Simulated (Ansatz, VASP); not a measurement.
# BP in two plane-wave programs

Aim: how closely do two programs agree when they are given the same cell, functional and k mesh?

Program: Ansatz 0.2.0. Level of theory: plane waves, with VASP 6.6.1 beside it; relaxation of cell and atoms at PBE and single point at PBE. Results are calculated unless marked as measured.

## 1. The starting structure

The structure is cubic, space group F-43m (No. 216). The conventional cell has a = 4.538 Å, b = 4.538 Å, c = 4.538 Å, α = 90.00°, β = 90.00°, γ = 90.00°. Nearest to P lie 4 B at 1.97 Å. Nearest to B lie 4 P at 1.97 Å. Farther neighbours are not listed.

## 2. Ansatz: relaxation of cell and atoms, PBE

Ansatz runs on its default PAW (the set named soft_2) files.

The relaxed volume is the usual yardstick between codes: its relative difference is about their pressure difference at one cell divided by the bulk modulus.

input.yaml

```yaml
crystal:
  lattice:
    - [0.0, 2.269, 2.269]
    - [2.269, 0.0, 2.269]
    - [2.269, 2.269, 0.0]
  atoms:
    - { symbol: P, position: [0.75, 0.75, 0.75] }
    - { symbol: B, position: [0.0, 0.0, 0.0] }
hamiltonian:
  xc: pbe
  pseudopotentials: { kind: paw }
kpoints:
  mp_grid: { grid: [7, 7, 7] }
scf:
  occupations: { method: gaussian, width: 0.1 }
relax:
  f_tol: 0.01
  max_steps: 60
  cell: { stress_tol: 0.05 }
output:
  forces: true
  stress: true
  write_density: true
  write_potential: true
  elf: true
  volumetric_format: npy
```

The run is started by

```sh
ansatz run input.yaml --threads 4 --pin off --max-ram 9216MiB --backend cpu --events-out ev --progress --plain --runs-dir out
```

Numbers of over 12 decimals in the logs are rounded to 6 here.

Output:

```text
Engine: ansatz 0.2.0, x86_64-unknown-linux-gnu
Pseudopotentials: kind: paw
Pseudopotential: P, paw, valence charge 5, recommended cutoff 420 eV (normal), P.paw.azcp
Pseudopotential: B, paw, valence charge 3, recommended cutoff 420 eV (normal), B.paw.azcp
Functional definition: PBE
  parameter kappa = 0.804
  parameter beta = 0.066725
  exchange = pbe_x(kappa = kappa, mu = beta*pi^2/3)
  correlation = pbe_c(beta = beta)
Crystal: 2 atoms, lattice volume = 23.363 Å³
Basis set: ecut = 420 eV, 459 PW (Γ), exchange–correlation on 48×48×48 points (8 copies of the dense FFT grid, shifted against one another)
Bands: 8, of which v1, the nominal top of the filled ones, is band 4 counted from 1 (3 counted from 0)
Symmetry: 24 space group operations
Space group: F-43m (ITA 216), of the structure as read, at distance tolerance 2.9e-5 Å
k-points: 20 of 343 (time reversal used)
Non-local potential: P, projectors of the file, l = 0: 2, l = 1: 2, l = 2: 2
Non-local potential: B, projectors of the file, l = 0: 2, l = 1: 2, l = 2: 1
PAW form: soft (Blöchl's): semilocal exchange-correlation on the pseudo side does not see the compensation charge
PAW one-centre angular grid: P, 110 points (default); XC on 64 Gauss nodes
PAW one-centre angular grid: B, 110 points (default); XC on 64 Gauss nodes
Initial density: superposition of atomic densities (neutral atoms: chi_scale 0, normalization atom), corrected by the library's trained network
Initial wavefunctions: pseudopotential atomic-orbital guess
Functional: x = pbe(κ = 0.804, μ = 0.219515), c = pbe(β = 0.066725)
SCF iter   1: F=—  HF=-912.440637 eV  |F-HF|=—  |Δ(HF+E_count)|=         —  Δρ=1.51e-3  dr2=4.75e-4  ethr=1.77e-3  ⟨swp⟩=6.0  Hψ=1442  notcnv=0
preconditioner: auto → none  [insulator: Δε(μ)=1.240 eV  Ē_g=12.794 eV  σ=0.100 eV  W_gap=1.00  n_scr=0 (ndim 8)  ℏωp=21.7 eV  f_vac=0.000  D(μ)=0.00/eV (n_scr^D=0)  ε∞_Penn≈3.9]
SCF iter   2: F=—  HF=-912.440705 eV  |F-HF|=—  |Δ(HF+E_count)|=   6.80e-5  Δρ=9.06e-4  dr2=1.95e-4  ethr=5.94e-6  ⟨swp⟩=2.2  Hψ=389  notcnv=0
SCF iter   3: F=—  HF=-912.440663 eV  |F-HF|=—  |Δ(HF+E_count)|=   4.25e-5  Δρ=4.32e-4  dr2=2.23e-5  ethr=2.44e-6  ⟨swp⟩=2.0  Hψ=224  notcnv=0
SCF iter   4: F=—  HF=-912.440688 eV  |F-HF|=—  |Δ(HF+E_count)|=   2.53e-5  Δρ=1.70e-4  dr2=8.68e-6  ethr=2.79e-7  ⟨swp⟩=2.0  Hψ=238  notcnv=0
SCF iter   5: F=—  HF=-912.440686 eV  |F-HF|=—  |Δ(HF+E_count)|=   2.20e-6  Δρ=6.65e-5  dr2=1.33e-6  ethr=1.08e-7  ⟨swp⟩=1.7  Hψ=198  notcnv=0
SCF iter   6: F=—  HF=-912.440685 eV  |F-HF|=—  |Δ(HF+E_count)|=   3.57e-7  Δρ=2.25e-5  dr2=1.51e-7  ethr=1.66e-8  ⟨swp⟩=1.9  Hψ=221  notcnv=0
SCF iter   7: F=-912.440685 eV  HF=-912.440685 eV  |F-HF|=3.78e-9  |Δ(HF+E_count)|=   4.57e-8  Δρ=4.14e-6  dr2=5.15e-9  ethr=1.25e-9  ⟨swp⟩=7.8  Hψ=751  notcnv=0
SCF 1 converged in 7 iterations: F = -912.440685 eV  dr2 = 5.15e-9
  greatest PAW one-centre occupation: 0.774 electrons in one spin orbital (limit 2), on the P atom at site 0 (counted from 0), in its partial waves of l = 0
relax step   1: F+E_penalty+E_count = -912.44068536 eV  Δ(F+E_penalty+E_count) = +0.000e0 eV  max|allowed force component| = 3.238e-16 eV/Å  Δτ_max = 0.0000 Å  P = +1.177 GPa  Ω = 23.363 Å³  (7 SCF iters, dr2 threshold 1.00e-7 eV, accepted)
[...]
relax step   2: F+E_penalty+E_count = -912.44109636 eV  Δ(F+E_penalty+E_count) = -4.110e-4 eV  max|allowed force component| = 6.823e-17 eV/Å  Δτ_max = 0.0000 Å  P = +0.521 GPa  Ω = 23.455 Å³  energy of the carried Pulay correction = -7.704e-5 eV  (4 SCF iters, dr2 threshold 2.00e-7 eV, accepted)
[...]
relax step   3: F+E_penalty+E_count = -912.44115616 eV  Δ(F+E_penalty+E_count) = -5.980e-5 eV  max|allowed force component| = 8.789e-17 eV/Å  Δτ_max = 0.0000 Å  P = +0.006 GPa  Ω = 23.529 Å³  energy of the carried Pulay correction = -1.384e-4 eV  (4 SCF iters, dr2 threshold 2.00e-7 eV, accepted)
[...]
relax step   4: F+E_penalty+E_count = -912.44134212 eV  Δ(F+E_penalty+E_count) = -1.860e-4 eV  max|allowed force component| = 1.064e-16 eV/Å  Δτ_max = 0.0000 Å  P = +0.015 GPa  Ω = 23.529 Å³  stress off target by 1.47e-2 GPa  SCF on the basis re-selected at this cell (its energy is not comparable with the rows above)  (4 SCF iters)
basis re-selected at this cell: Δ(F+E_penalty+E_count) = -1.860e-4 eV, ΔP = +0.009 GPa vs the last step (what re-selecting the basis moved, of the pressure what is left beyond the Pulay correction that the steps carried, after the strain that the cell walked since its last selection, with what the two solves' SCF thresholds leave and, on support functions, any second-order correction that the steps lacked; it is no m [...]
SCF converged after 4 iterations
Free energy (F): -912.441342 eV
Harris-Foulkes:  -912.441342 eV  (|F-HF|=4.21e-12)
Internal energy: -912.441342 eV  (E = F + TS)
E sigma→0 (E₀):  -912.441342 eV
Fermi energy:    9.794250 eV
--- Per-component energies (eV) ---
  E_band       = 21.650041
  E_kinetic    = 121.384324
  E_local      = -68.442654  (includes V_loc(G=0)·N_el)
  E_nonlocal   = 44.970711
  E_hartree    = 17.157185
  E_xc         = -94.746443
  E_vxc        = -100.384203  (∫ρ·V_xc dr)
  E_paw        = -647.945597  (= ΣΔE_a)
  E_vpaw       = -10.192507  (= ΣTr[D̂ρ^β])
  E_aug_tail   = 0.000000  (compensation charges beyond the density's cutoff)
  E_ewald      = -284.818868
  E_smearing   = -0.000000  (= −TS)
  E_closure    = 0.000000  (closes the sum)
  Σ components = -912.441342   (vs F -912.441342, Δ=0.00e0)
--- Forces (eV/Å), atoms counted from 1 ---
  atom   1  P      0.00000000     0.00000000     0.00000000
  atom   2  B     -0.00000000     0.00000000     0.00000000
  max |Σ_I F_I| component: 2.06e-16 eV/Å
--- Stress (GPa, compression-positive) ---
        0.014677       0.000000       0.000000
        0.000000       0.014677       0.000000
        0.000000       0.000000       0.014677
  P = ⅓ Tr σ = 0.0147 GPa (0.147 kbar)
--- Band table (eV; the first three rows and the last of 20) ---
  k-point 0: bands = ["-6.2243", "9.1703", "9.1703", "9.1703", "12.5629", "12.5629", "12.5629", "16.4345"]
  k-point 1: bands = ["-5.8601", "6.9125", "8.6456", "8.6456", "13.1276", "13.2839", "13.2839", "17.4458"]
  k-point 2: bands = ["-4.8027", "3.5193", "7.8953", "7.8953", "13.0887", "13.9971", "13.9971", "19.0064"]
  k-point 19: bands = ["-1.3845", "1.2033", "3.0853", "4.7691", "13.2043", "16.0031", "17.1090", "17.5939"]
--- Relaxed structure (3 steps of the walk, 3 accepted, 1 SCFs on fresh bases) ---
  F+E_penalty+E_count = -912.44134212 eV   max|allowed force component| = 1.064e-16 eV/Å   (the final SCF, on the basis selected at the relaxed cell)
  cell:  # Å, volume = 23.5292 Å³
    - [0, 2.274359, 2.274359]
    - [2.274359, 0, 2.274359]
    - [2.274359, 2.274359, 0]
  atoms:
    - { symbol: P, position: [0.750000, 0.750000, 0.750000] }
    - { symbol: B, position: [0, 0, 0] }
```

Run time: 0.41 s. Hardware: 4 threads of AMD EPYC 9R45, shared host; peak memory 0.34 GiB; 1.1 s of CPU time.

## 3. VASP: relaxation of cell and atoms, PBE

The same cell, functional, mesh and smearing now go to VASP, with its own data sets and cutoff.

Lines of VASP's logs that name or quote its potential files are left out, and so is its time.

INCAR

```
SYSTEM = BP
PREC = Accurate
ENCUT = 420
EDIFF = 1E-06
NELM = 120
ISMEAR = 0
SIGMA = 0.1
LREAL = .FALSE.
ALGO = Normal
GGA = PE
NBANDS = 10
LORBIT = 11
LWAVE = .FALSE.
LCHARG = .FALSE.
KPAR = 3
IBRION = 2
NSW = 40
ISIF = 3
EDIFFG = -0.02
POTIM = 0.4
```

POSCAR

```
BP
1.0
    0.0000000000      2.2690000000      2.2690000000
    2.2690000000      0.0000000000      2.2690000000
    2.2690000000      2.2690000000      0.0000000000
P B
1 1
Direct
    0.7500000000      0.7500000000      0.7500000000
    0.0000000000      0.0000000000      0.0000000000
```

KPOINTS

```
Automatic mesh
0
Gamma
7 7 7
0 0 0
```

PAW data sets: P and B (PBE family, release 64).

The run is started by

```sh
mpirun -np 3 vasp_std
```

Output:

```text
[banner, memory and clock lines left out]
running    3 mpi-ranks, on    1 nodes
 distrk:  each k-point on    1 cores,    3 groups
 distr:  one band on    1 cores,    1 groups

 POSCAR found type information on POSCAR P B
 POSCAR found :  2 types and       2 ions
 LDA part: xc-table for (Slater+PW92), standard interpolation
 POSCAR, INCAR and KPOINTS ok, starting setup
 FFT: planning ... GRIDC
 FFT: planning ... GRID_SOFT
 FFT: planning ... GRID
 WAVECAR not read
 entering main loop
       N       E                     dE             d eps       ncg     rms          rms(c)
DAV:   1     0.515726213638E+01    0.51573E+01   -0.34763E+03   400   0.601E+02
DAV:   2    -0.131835069437E+02   -0.18341E+02   -0.17518E+02   580   0.989E+01
DAV:   3    -0.136319396264E+02   -0.44843E+00   -0.44741E+00   492   0.142E+01
DAV:   4    -0.136337237096E+02   -0.17841E-02   -0.17838E-02   492   0.979E-01
DAV:   5    -0.136337309814E+02   -0.72718E-05   -0.72714E-05   484   0.608E-02    0.721E+00
DAV:   6    -0.130227106686E+02    0.61102E+00   -0.14565E+00   448   0.558E+00    0.390E+00
DAV:   7    -0.129316937615E+02    0.91017E-01   -0.24145E-01   510   0.260E+00    0.132E+00
DAV:   8    -0.129237330339E+02    0.79607E-02   -0.28532E-02   460   0.989E-01    0.206E-01
DAV:   9    -0.129240479872E+02   -0.31495E-03   -0.65747E-04   454   0.185E-01    0.124E-01
DAV:  10    -0.129242501492E+02   -0.20216E-03   -0.28529E-04   480   0.110E-01    0.289E-02
DAV:  11    -0.129242602817E+02   -0.10132E-04   -0.11181E-05   530   0.236E-02    0.323E-02
DAV:  12    -0.129242611949E+02   -0.91323E-06   -0.39459E-06   446   0.106E-02
   1 F= -.12924261E+02 E0= -.12924261E+02  d E =-.129243E+02
 curvature:   0.00 expect dE= 0.000E+00 dE for cont linesearch  0.000E+00
 trial: gam= 0.00000 g(F)=  0.139E-47 g(S)=  0.118E-02 ort = 0.000E+00 (trialstep = 0.100E+01)
 search vector abs. value=  0.118E-02
 bond charge predicted
       N       E                     dE             d eps       ncg     rms          rms(c)
DAV:   1    -0.129252355975E+02   -0.97532E-03   -0.19183E-02   446   0.884E-01    0.168E-01
DAV:   2    -0.129247715373E+02    0.46406E-03   -0.97500E-04   446   0.164E-01    0.920E-02
DAV:   3    -0.129246418540E+02    0.12968E-03   -0.26439E-04   448   0.784E-02    0.252E-02
DAV:   4    -0.129246300002E+02    0.11854E-04   -0.10771E-05   476   0.199E-02    0.200E-02
DAV:   5    -0.129246265759E+02    0.34242E-05   -0.27076E-06   424   0.991E-03    0.100E-02
DAV:   6    -0.129246261966E+02    0.37939E-06   -0.90210E-08   204   0.207E-03
   2 F= -.12924626E+02 E0= -.12924626E+02  d E =-.365002E-03
 trial-energy change:   -0.000365  1 .order   -0.000371   -0.001182    0.000440
 step:   0.7243(harm=  0.7288)  dis= 0.00000  next Energy=   -12.924687 (dE=-0.426E-03)
 bond charge predicted
       N       E                     dE             d eps       ncg     rms          rms(c)
DAV:   1    -0.129247316836E+02   -0.10511E-03   -0.14577E-03   448   0.244E-01    0.474E-02
DAV:   2    -0.129246963454E+02    0.35338E-04   -0.74163E-05   442   0.453E-02    0.261E-02
DAV:   3    -0.129246875692E+02    0.87762E-05   -0.20261E-05   450   0.217E-02    0.691E-03
DAV:   4    -0.129246873995E+02    0.16972E-06   -0.79150E-07   234   0.545E-03
   3 F= -.12924687E+02 E0= -.12924687E+02  d E =-.426205E-03
 curvature:  -0.36 expect dE=-0.199E-07 dE for cont linesearch -0.199E-07
 trial: gam= 0.00000 g(F)=  0.371E-47 g(S)=  0.545E-07 ort =-0.803E-05 (trialstep = 0.945E+00)
 search vector abs. value=  0.546E-07
 reached required accuracy - stopping structural energy minimisation
```

OUTCAR, selected parts (step 3):

```text
ion  position               nearest neighbor table
   1  0.750  0.750  0.750-   2 1.97   2 1.97   2 1.97   2 1.97
   2  0.000  0.000  0.000-   1 1.97   1 1.97   1 1.97   1 1.97

  LATTYP: Found a face centered cubic cell.
 ALAT       =     4.5380000000

 Subroutine GETGRP returns: Found 24 space group operations
 (whereof 24 operations were pure point group operations)

The static configuration has the point symmetry T_d .

 Found     20 irreducible k-points:

   k-points           NKPTS =     20   k-points in BZ     NKDIM =     20   number of bands    NBANDS=     10

   dimension x,y,z NGX =    24 NGY =   24 NGZ =   24
   dimension x,y,z NGXF=    48 NGYF=   48 NGZF=   48

   ENCUT  =  420.0 eV  30.87 Ry    5.56 a.u.   5.36  5.36  5.36*2*pi/ulx,y,z

   NELECT =       8.0000    total number of electrons

 k-points in reciprocal lattice and weights: Automatic mesh
   0.00000000  0.00000000  0.00000000       0.003
   0.14285714  0.00000000  0.00000000       0.023
   0.28571429  0.00000000  0.00000000       0.023
   0.42857143  0.00000000  0.00000000       0.023
   0.14285714  0.14285714  0.00000000       0.017
   0.28571429  0.14285714  0.00000000       0.070
   0.42857143  0.14285714  0.00000000       0.070
  -0.42857143  0.14285714  0.00000000       0.070
  -0.28571429  0.14285714  0.00000000       0.070
[...]
-0.42857143  0.42857143  0.14285714       0.070
  -0.28571429  0.42857143  0.14285714       0.070

 average (electrostatic) potential at core
       1 -81.3424       2 -24.8715

 E-fermi :   7.7741

 k-point     1 :       0.0000    0.0000    0.0000
  band No.  band energies     occupation
      1      -8.0429      2.00000
      2       7.3652      2.00000
      3       7.3652      2.00000
      4       7.3652      2.00000
      5      10.7559      0.00000
      6      10.7559      0.00000
      7      10.7559      0.00000
      8      14.6487      0.00000
      9      18.8372      0.00000
    ...

 k-point     2 :       0.1429    0.0000    0.0000
  band No.  band energies     occupation
      1      -7.6782      2.00000
      2       5.1032      2.00000
      3       6.8391      2.00000
      4       6.8391      2.00000
      5      11.3279      0.00000
      6      11.4804      0.00000
      7      11.4804      0.00000
      8      15.6575      0.00000
      9      18.4362      0.00000
    ...

 k-point     3 :       0.2857    0.0000    0.0000
  band No.  band energies     occupation
      1      -6.6193      2.00000
      2       1.7072      2.00000
      3       6.0878      2.00000
      4       6.0878      2.00000
      5      11.2934      0.00000
      6      12.1971      0.00000
      7      12.1971      0.00000
      8      17.2141      0.00000
      9      18.6050      0.00000
    ...

  Total       -0.0009703     -0.0009703     -0.0009703      0.0000000     -0.0000000      0.0000000
  in kB       -0.0661456     -0.0661456     -0.0661456      0.0000000     -0.0000000      0.0000000
  external PRESSURE =      -0.0661456 kB  Pullay stress =       0.0000000 kB

  energy-cutoff  :      420.00
  volume of cell :       23.50
      direct lattice vectors                 reciprocal lattice vectors
    -0.000000000  2.273531648  2.273531648    -0.219922164  0.219922164  0.219922164
     2.273531648  0.000000000  2.273531648     0.219922164 -0.219922164  0.219922164
     2.273531648  2.273531648 -0.000000000     0.219922164  0.219922164 -0.219922164

 POSITION                                       TOTAL-FORCE (eV/Angst)
 -----------------------------------------------------------------------------------
      3.41030      3.41030      3.41030         0.000000      0.000000      0.000000
      0.00000      0.00000      0.00000        -0.000000     -0.000000     -0.000000
 -----------------------------------------------------------------------------------
    total drift:                               -0.000000     -0.000000     -0.000000

  FREE ENERGIE OF THE ION-ELECTRON SYSTEM (eV)
  ---------------------------------------------------
  free  energy   TOTEN  =       -12.9246873995 eV

  energy  without entropy=      -12.9246873995  energy(sigma->0) =      -12.92468740

 reached required accuracy - stopping structural energy minimisation

 total charge
# of ion       s       p       d       tot
------------------------------------------
    1        0.992   1.574   0.000   2.566
    2        0.666   1.267   0.000   1.933
--------------------------------------------------
tot          1.658   2.841   0.000   4.499

[... 3 further parts left out ...]
```

The run keeps the 24 symmetry operations of its start, so it cannot find a distortion of lower symmetry.

## 4. Differences

Known differences besides the PAW data sets themselves: both relaxations stop at a tolerance, which leaves soft axes loose, and VASP keeps its plane-wave basis; VASP leaves aspherical gradient terms in its spheres out (LASPH is not set), Ansatz keeps them; Ansatz adds a Pulay correction to the stress that steers its cell, VASP none. Total energies have different zeros and are not compared.

Compared:

```
                                         quantity  Ansatz   VASP  difference
                                      volume (Å³)   23.53  23.50     +0.11 %
edge a after relaxation, in the typed setting (Å)   3.216  3.215     +0.03 %
```

The walks stopped with 0.01 GPa left in Ansatz and -0.01 GPa in VASP; each walk ends within a tolerance, so the volume difference is uncertain by about these residues over the bulk modulus, most in soft cells.

(Part 1 of 2 ends here.)

[Lines on the potential files, build, host, timing and source positions are cut from VASP's logs without a mark.]

[Logs are printed without paths, hosts, clocks, repeated set-up lines and the standing remarks that a program may print on its own settings, such as how far it seeks lower states.]

[Hosts, paths, dates, database ids (printed as entryN), source tags and the programs' standing remarks are cut or masked in the printed files.]
